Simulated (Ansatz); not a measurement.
Effective masses and thermopower of SrF$_{2}$ (Fm-3m)

Input:

```
SrF2
1.0
    0.00000     2.87888     2.87888
    2.87888     0.00000     2.87888
    2.87888     2.87888     0.00000
Sr F
1 2
Direct
  0.00000   0.00000   0.00000
  0.75000   0.75000   0.75000
  0.25000   0.25000   0.25000
```

The numbers are results of PBEsol, rigid bands (plane waves, PAW, scalar-relativistic; Ansatz, a first-principles code), not measurements. Cell: cell and atoms relaxed with PBEsol.

```yaml
band_gap: 6.90 eV
electron conductivity mass (300 K, dilute): 0.52 mₑ
hole conductivity mass (300 K, dilute): 2.8 mₑ
effective density of states N_c (300 K): 9.3e18 cm⁻³
effective density of states N_v (300 K): 1.0e21 cm⁻³
density_of_states_mass_electrons: 0.51 mₑ
density_of_states_mass_holes: 11.7 mₑ
Seebeck coefficient, n-type 1e19 cm⁻³, 300 K: -216 μV/K
best n-type power factor at 300 K for τ = 10 fs (best axis; densities from 1e16 to 1e21 cm⁻³ tried, whether or not they can be reached): 3.0 μW/(cm·K²) at 3e19 cm⁻³
Seebeck coefficient, p-type 1e19 cm⁻³, 300 K: 652 μV/K
```

Rigid bands; masses and Seebeck coefficients take one relaxation time τ for all states and one kind of carrier; polarons and phonon drag are left out. Spin-orbit coupling is left out; where it splits the top of the valence band, N_v and the p-type Seebeck coefficient come out somewhat high without it.
